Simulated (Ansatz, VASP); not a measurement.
## MoS2 (lda) in VASP and in Ansatz

The input INCAR:

```
SYSTEM = MoS2
PREC     = Accurate       ! precision mode
ENCUT    = 520            ! plane-wave cutoff, eV
EDIFF    = 1E-6           ! SCF threshold, eV
ISMEAR   = 0              ! smearing method
SIGMA    = 0.1            ! smearing width, eV
LREAL    = .False.        ! projectors in reciprocal space
LASPH    = .True.         ! aspherical terms in the spheres
NELM     = 60             ! most SCF steps
ALGO     = Normal         ! electronic algorithm
ISIF     = 2              ! what is computed and relaxed
LWAVE    = .False.        ! write WAVECAR
LCHARG   = .False.        ! write CHGCAR
GGA      = CA             ! functional
NBANDS   = 35             ! bands
```

File KPOINTS:

```
Automatic mesh
0
Gamma
  6 6 2
  0 0 0
```

File POSCAR:

```
MoS2
1.0
    3.1690000000      0.0000000000      0.0000000000
   -1.5845000000      2.7444345046      0.0000000000
    0.0000000000      0.0000000000     12.3240000000
Mo S
2 4
Direct
    0.3333333333      0.6666666667      0.2500000000
    0.6666666667      0.3333333333      0.7500000000
    0.3333333333      0.6666666667      0.6230000000
    0.6666666667      0.3333333333      0.1230000000
    0.3333333333      0.6666666667      0.8770000000
    0.6666666667      0.3333333333      0.3770000000
```

Input for Ansatz:

```yaml
crystal:
  lattice:
    - [3.169, 0.0, 0.0]
    - [-1.5845, 2.7444345046, 0.0]
    - [0.0, 0.0, 12.324]
  atoms:
    - { symbol: Mo, position: [0.3333333333, 0.6666666667, 0.25] }
    - { symbol: Mo, position: [0.6666666667, 0.3333333333, 0.75] }
    - { symbol: S, position: [0.3333333333, 0.6666666667, 0.623] }
    - { symbol: S, position: [0.6666666667, 0.3333333333, 0.123] }
    - { symbol: S, position: [0.3333333333, 0.6666666667, 0.877] }
    - { symbol: S, position: [0.6666666667, 0.3333333333, 0.377] }
basis:
  ecutwfc: 420
kpoints:
  mp_grid: { grid: [6, 6, 2] }
hamiltonian:
  xc: lda
scf:
  occupations: { method: gaussian, width: 0.1 }
output:
  forces: true
  stress: true
  eigenvalues: true
```

Alike in both runs: task single point; functional LDA; k mesh 6 × 6 × 2; occupations gaussian, width 0.1 eV; no spin polarisation.

|  | VASP | Ansatz |
| --- | --- | --- |
| version | VASP 6.6.1 | Ansatz 0.2.0 |
| potentials or method | VASP PAW LDA potentials, release 64 (Mo_sv, S) | scalar-relativistic, plane waves, PAW |
| plane-wave cutoff (eV) | 520 | 420 |
| valence electrons in the cell | 52 | 52 |

|  | VASP | Ansatz | Ansatz less VASP |
| --- | --- | --- | --- |
| gap on the k mesh at the Fermi level (eV) | 0.82 | 0.81 | -0.010 |
| least direct gap on the mesh (eV) | 1.65 | 1.65 | -0.007 |
| pressure (GPa) | -5.6 | -5.7 | -0.10 |
| largest component of the traceless stress (GPa) | 0.29 | 0.31 | +0.027 |
| rms of the force components (eV/Å) | 0.217 | 0.225 | +0.0081 |

Atom by atom the forces differ by 0.008 eV/Å (rms over components).

A k mesh can miss the band edges.
